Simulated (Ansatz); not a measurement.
# LiCl: the cost of one run

Program: Ansatz 0.2.0. Level of theory: DFT PBE, scalar-relativistic, plane waves, PAW. These are calculated values, not measurements.

## 1. The starting structure

It takes space group P6_3mc (No. 186, hexagonal). Conventional cell: a = 3.507 Å, b = 3.507 Å, c = 17.179 Å, α = 90.00°, β = 90.00°, γ = 120.00°. Around Li (site symmetry 3m) lie 4 Cl at 2.15 Å. Cl (site symmetry 3m) is surrounded by 4 Li at 2.15 Å.

As a file:

```xyz
12
Lattice="3.5067 0.0000 0.0000 -1.7533 3.0369 0.0000 0.0000 0.0000 17.1792" Properties=species:S:1:pos:R:3 pbc="T T T"
Li    0.0000    0.0000    3.2211
Li    0.0000    0.0000   11.8107
Li    0.0000    2.0246    8.9474
Li    1.7533    1.0123    0.3578
Li    0.0000    2.0246   14.6739
Li    1.7533    1.0123    6.0844
Cl    0.0000    0.0000    5.3685
Cl    0.0000    0.0000   13.9581
Cl    0.0000    2.0246   16.8213
Cl    1.7533    1.0123    8.2318
Cl    0.0000    2.0246   11.0948
Cl    1.7533    1.0123    2.5052
```

The cell is invented: 4-connected net, two elements alternating (P6_3mc, No. 186). Its size is a rough estimate.

## 2. The guess as it stands, on a coarse mesh

Contents of input.yaml:

```yaml
crystal:
  lattice:
    - [3.50669054, 0.0, 0.0]
    - [-1.75334527, 3.03688309, 0.0]
    - [0.0, 0.0, 17.17918992]
  atoms:
    - { symbol: Li, position: [0.0, 0.0, 0.1875] }
    - { symbol: Li, position: [0.0, 0.0, 0.6875] }
    - { symbol: Li, position: [0.33333333, 0.66666667, 0.52082998] }
    - { symbol: Li, position: [0.66666667, 0.33333333, 0.02082998] }
    - { symbol: Li, position: [0.33333333, 0.66666667, 0.85417002] }
    - { symbol: Li, position: [0.66666667, 0.33333333, 0.35417002] }
    - { symbol: Cl, position: [0.0, 0.0, 0.3125] }
    - { symbol: Cl, position: [0.0, 0.0, 0.8125] }
    - { symbol: Cl, position: [0.33333333, 0.66666667, 0.97917002] }
    - { symbol: Cl, position: [0.66666667, 0.33333333, 0.47917002] }
    - { symbol: Cl, position: [0.33333333, 0.66666667, 0.64582998] }
    - { symbol: Cl, position: [0.66666667, 0.33333333, 0.14582998] }
basis:
  ecutwfc: 420
kpoints:
  mp_grid: { grid: [6, 6, 1] }
hamiltonian:
  xc: pbe
scf:
  occupations: { method: gaussian, width: 0.1 }
  lower_state_search: "off"
output:
  forces: true
  stress: true
  eigenvalues: true
```

Run with:

```sh
> ansatz run input.yaml --threads 1 --pin off --max-ram 2560MiB --backend cpu --events-out ev --progress --plain --runs-dir out
```

Q: Estimate wall time and peak memory on 1 thread of Arm Neoverse V2, shared host.

About 3.3 s, with a peak of 0.34 GiB.
